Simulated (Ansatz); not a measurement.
Mg: a run of Ansatz with trial settings.

```yaml
crystal:
  lattice:
    - [0.0, 2.244256, 2.244256]
    - [2.244256, 0.0, 2.244256]
    - [2.244256, 2.244256, 0.0]
  atoms:
    - { symbol: Mg, position: [0.0, 0.0, 0.0] }
basis:
  ecutwfc: 420
kpoints:
  mp_grid: { grid: [2, 2, 2] }
hamiltonian:
  xc: pbe
scf:
  occupations: { method: gaussian, width: 0.1 }
output:
  forces: true
  stress: true
  eigenvalues: true
```

Command:

```bash
ansatz run input.yaml --threads 1 --pin off --max-ram 1331MiB --backend cpu --events-out ev --progress --plain --runs-dir out
```

Output, shortened (HF is the Harris–Foulkes energy, dr2 the density residual in eV):

```text
Pseudopotential: Mg, paw, valence charge 10, recommended cutoff 420 eV (normal)
Crystal: 1 atom, lattice volume = 22.607 Å³
Basis set: ecut = 420 eV, 459 PW (Γ), exchange–correlation on 48×48×48 points (8 copies of the dense FFT grid, shifted against one another)
Bands: 9, of which v1, the nominal top of the filled ones, is band 5 counted from 1 (4 counted from 0)
Symmetry: 48 space group operations
Space group: Fm-3m (ITA 225), of the structure as read, at distance tolerance 2.8e-5 Å
k-points: 3 of 8
Initial density: superposition of atomic densities, corrected by the library's trained network
SCF iter   1: HF=-1922.748967 eV  Δρ=9.56e-4  dr2=1.88e-4
SCF iter   2: HF=-1922.748887 eV  Δρ=4.54e-4  dr2=4.42e-5
SCF iter   3: HF=-1922.748887 eV  Δρ=1.34e-4  dr2=1.69e-6
SCF iter   4: HF=-1922.748885 eV  Δρ=3.10e-5  dr2=7.25e-8
SCF iter   5: F=-1922.748885 eV  HF=-1922.748885 eV  Δρ=7.68e-7  dr2=4.56e-11
SCF iter   6: F=-1922.748885 eV  HF=-1922.748885 eV  Δρ=1.14e-7  dr2=1.14e-12
SCF 1 converged in 6 iterations: F = -1922.748885 eV  dr2 = 1.14e-12
SCF converged after 6 iterations
Free energy (F): -1922.748885 eV
E sigma→0 (E₀):  -1922.737650 eV
Entropy (-TS):   -0.022470 eV (-22.470 meV/atom)
Fermi energy:    4.529546 eV
--- Forces (eV/Å), atoms counted from 1 ---
  atom   1  Mg    -0.00000000    -0.00000000     0.00000000
--- Stress (GPa, compression-positive) ---
        5.604771      -0.000000      -0.000000
       -0.000000       5.604771       0.000000
        0.000000       0.000000       5.604771
  P = ⅓ Tr σ = 5.6048 GPa (56.048 kbar)
```

The inputs are trials, many of them unsound on purpose. Their numbers show the effect of the settings and aren't properties of the material.